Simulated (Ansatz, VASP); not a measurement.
## One calculation of BAs, two programs

```
B As
1.0
     0.00000    2.38850    2.38850
     2.38850    0.00000    2.38850
     2.38850    2.38850    0.00000
B As
1 1
Direct
  0.00000 0.00000 0.00000
  0.25000 0.25000 0.25000
```

Alike in both runs: task single point; functional PBE; k mesh 10 × 10 × 10; occupations gaussian, width 0.02 eV; no spin polarisation.

```csv
,VASP,Ansatz
version,VASP 6.6.1,Ansatz 0.2.0
potentials or method,"VASP PAW PBE potentials, release 64 (B, As)","scalar-relativistic, plane waves, PAW"
plane-wave cutoff (eV),520,420
valence electrons in the cell,8,18
```

|  | VASP | Ansatz | Ansatz less VASP |
| --- | --- | --- | --- |
| gap on the k mesh at the Fermi level (eV) | 1.18 | 1.18 | +0.009 |
| least direct gap on the mesh (eV) | 3.28 | 3.28 | +0.004 |
| pressure (GPa) | 3.4 | 2.8 | -0.66 |

With one functional, cell and mesh, what is left measures potentials, basis and numerics. The two sets of potentials don't hold the same shells in valence.

A k mesh can miss the band edges.
